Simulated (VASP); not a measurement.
Write the native input for VASP 6.6.1 that does the following.

```
Task                   : relaxation of cell and atoms
Functional             : LDA
Potentials or basis    : VASP PAW LDA potentials, release 64 (W_sv)
Cutoff                 : 600 eV
k mesh                 : 24 × 24 × 24
Occupations            : fermi-dirac, width 0.05 eV
Spin                   : no spin polarisation
Further INCAR settings : ALGO = Fast; EDIFF = 1e-06; IBRION = 2; EDIFFG = -0.005; NSW = 60; ISIF = 3
```

The structure of W lies in POSCAR:

```
W
1.0
   -1.5823450000      1.5823450000      1.5823450000
    1.5823450000     -1.5823450000      1.5823450000
    1.5823450000      1.5823450000     -1.5823450000
W
1
Direct
    0.0000000000      0.0000000000      0.0000000000
```

The input as run:

INCAR

```
PREC = Accurate ; ENCUT = 600
EDIFF = 1E-6 ; ISMEAR = -1
SIGMA = 0.05 ; LREAL = F
LASPH = T ; NELM = 60
ALGO = Fast ; ISIF = 3
LWAVE = F ; LCHARG = F
IBRION = 2 ; NSW = 60
EDIFFG = -0.005
```

KPOINTS

```
Automatic mesh
0
Gamma
  24 24 24
```

Potentials or basis: VASP PAW LDA potentials, release 64 (W_sv).

The run is started by

```sh
$ cat potpaw_LDA.64/W_sv/POTCAR > POTCAR
$ mpirun -np 1 vasp_std > vasp.out
```

It gave:

```
Relaxed volume                         : 15.50 Å³/atom
Relaxed cell                           : a = 2.720 Å, b = 2.720 Å, c = 2.720 Å, α = 109.47°, β = 109.47°, γ = 109.47°
Space group after relaxing (to 0.05 Å) : Im-3m (No. 229)
Energy gained by relaxing              : 7.9 meV/atom
Ionic steps                            : 7
Pressure after relaxing                : 0.0 GPa
Band gap on the k mesh                 : none (metal or under the smearing width)
```

Wall time 13 min on 1 thread of AMD EPYC 7R43 64-Core Processor (Zen 3), with other jobs on the host, peak memory 0.17 GiB.
